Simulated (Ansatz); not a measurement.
# TiO2 under changes of volume

One of the cells (12.226 Å³/atom); the others are scaled copies at fixed shape and fractional positions:

```
CELL_PARAMETERS angstrom
6.15358 -1.88347 0.00000
6.15358 1.88347 0.00000
-1.92833 0.00000 6.32897
ATOMIC_POSITIONS crystal
Ti 0.90007 0.90007 0.28960
Ti 0.19529 0.19529 0.28376
Ti 0.09993 0.09993 0.71040
Ti 0.80471 0.80471 0.71624
O 0.36193 0.36193 0.29340
O 0.26349 0.26349 0.65250
O 0.86719 0.86719 0.99529
O 0.73651 0.73651 0.34750
O 0.94165 0.94165 0.63002
O 0.13281 0.13281 0.00471
O 0.63807 0.63807 0.70660
O 0.05835 0.05835 0.36998
```

The cell comes from a database or a generator and needn't be the stable form of this composition.

- Program: Ansatz 0.2.0
- Functional: PBE
- Dispersion: D4
- Potentials or basis: Ansatz PAW
- Cutoff: 420 eV (not typed: the program's choice for these potentials)
- k mesh: 8 × 8 × 4
- Occupations: fermi-dirac, width 0.05 eV
- Spin: no spin polarisation

```csv
volume (Å³/atom),energy over the lowest point (meV/atom),pressure (GPa),gap on the mesh (eV),largest force (eV/Å)
11.492,12.67,8.8,2.97,0.251
11.737,2.87,4.1,2.89,0.123
11.981,0.00,-0.2,2.82,0.114
12.226,3.35,-4.1,2.75,0.240
12.470,12.26,-7.6,2.68,0.366
12.715,26.23,-10.7,2.61,0.486
12.959,?,?,?,?
```

**Question.** What does the run at 12.959 Å³/atom give?

**Answer.** Energy over the lowest point 44.70 meV/atom; pressure -13.5 GPa; gap on the mesh 2.55 eV; largest force 0.599 eV/Å.

Worked out: A Birch-Murnaghan fit of order 3 (a polynomial in V^(-2/3)) to the other rows has its minimum at 11.97 Å³/atom with B0 = V·E''(V) = 200 GPa and B' = 4.2 at fixed shape and positions, which overstates the stiffness. It gives 44.65 meV/atom at 12.959 Å³/atom, against the run's 44.70, and -dE/dV = -13.5 GPa, against -13.5. A straight line through the other rows of the gap, of slope -3.53 eV per unit of ln V, extrapolates to 2.54 eV, against the run's 2.55.

Energies are extrapolated to zero smearing.

A mesh can miss the band edges.
